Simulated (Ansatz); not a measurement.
Relaxation of WS2

These are results of DFT LDA, scalar-relativistic, plane waves, PAW (Ansatz), not measurements. (420 eV cutoff, 6×12×4 k-mesh, Gaussian smearing of 0.10 eV, no spin polarisation)

What was changed in Te2Mo: Mo → W, Te → S on all its sites, cell and atoms relaxed.

Spin–orbit coupling is left out, which can shift energies with elements as heavy as these.

Command:

```bash
ansatz run input.yaml --threads 2 --pin off --max-ram 5120MiB --backend cpu --events-out ev --progress --plain --runs-dir out
```

Input:

```yaml
crystal:
  lattice:
    - [5.6304367444, 0.0, -0.1482719229]
    - [0.0, 3.1546343036, 0.0]
    - [-0.8182965718, 0.0, 11.8276752073]
  atoms:
    - { symbol: S, position: [0.3972257073, 0.0, 0.8891378004] }
    - { symbol: S, position: [0.6027742927, 0.5, 0.1108621996] }
    - { symbol: S, position: [0.8908200575, 0.5, 0.8540936064] }
    - { symbol: S, position: [0.1091799425, 0.0, 0.1459063936] }
    - { symbol: S, position: [0.4462316137, 0.5, 0.6459139106] }
    - { symbol: S, position: [0.5537683863, 0.0, 0.3540860894] }
    - { symbol: S, position: [0.9422664041, 0.0, 0.6106422073] }
    - { symbol: S, position: [0.0577335959, 0.5, 0.3893577927] }
    - { symbol: W, position: [0.798840723, 0.0, 0.9928891816] }
    - { symbol: W, position: [0.201159277, 0.5, 0.0071108184] }
    - { symbol: W, position: [0.6980959477, 0.5, 0.4935803021] }
    - { symbol: W, position: [0.3019040523, 0.0, 0.5064196979] }
basis:
  ecutwfc: 420
kpoints:
  mp_grid: { grid: [6, 12, 4] }
hamiltonian:
  xc: lda
scf:
  occupations: { method: gaussian, width: 0.1 }
output:
  forces: true
  stress: true
  eigenvalues: true
relax:
  adjacent_minimum: "off"
  f_tol: 0.01
  max_steps: 60
  cell: { stress_tol: 0.1 }
```

F is the free energy. Steps run on the plane waves of an earlier cell, but the last one, and at times one on the way, on a freshly chosen basis, so a repeated geometry can differ a little in energy.

Steps:

| step | F − F(1) (eV) | largest force component (eV/Å) | V (Å³/atom) | P (GPa) |
| --- | --- | --- | --- | --- |
| 1 | 0.0000 | 0.045 | 17.475 | 0.01 |
| 2 | -0.0037 | 0.091 | 17.478 | -0.38 |
| 3 | -0.0063 | 0.013 | 17.344 | 0.08 |
| 4 | -0.0064 | 0.032 | 17.379 | -0.07 |
| 5 | -0.0065 | 0.017 | 17.377 | 0.05 |
| 6 | -0.0066 | 0.001 | 17.378 | 0.00 |
| 7 | -0.0064 | 0.001 | 17.378 | 0.00 |

Relaxed structure:

```
CELL_PARAMETERS angstrom
5.64110 0.00000 -0.17099
0.00000 3.16790 0.00000
-0.87104 0.00000 11.69558
ATOMIC_POSITIONS crystal
S 0.39525 0.00000 0.88859
S 0.60475 0.50000 0.11141
S 0.88641 0.50000 0.85313
S 0.11359 0.00000 0.14687
S 0.44747 0.50000 0.64685
S 0.55253 0.00000 0.35315
S 0.94347 0.00000 0.61126
S 0.05653 0.50000 0.38874
W 0.79902 0.00000 0.99320
W 0.20098 0.50000 0.00680
W 0.69799 0.50000 0.49391
W 0.30201 0.00000 0.50609
```

The structure is monoclinic, space group P2_1/m (No. 11). The conventional cell has a = 5.644 Å, b = 3.168 Å, c = 11.728 Å, α = 90.00°, β = 96.00°, γ = 90.00°. Around S (site symmetry m) lie 3 W at 2.44 to 2.47 Å. S (site symmetry m) has 3 W at 2.37 to 2.39 Å as nearest neighbours. S (site symmetry m) has 3 W at 2.37 to 2.40 Å as nearest neighbours. Around S (site symmetry m) lie 3 W at 2.43 to 2.48 Å. Around W (site symmetry m) lie 6 S at 2.37 to 2.47 Å. W (site symmetry m) has 6 S at 2.37 to 2.48 Å as nearest neighbours.

The run converged. The run took 2.8 min on 2 threads of Oxide Virtual Turin-like Processor (Zen 5), on a shared host, peak memory 1.2 GiB.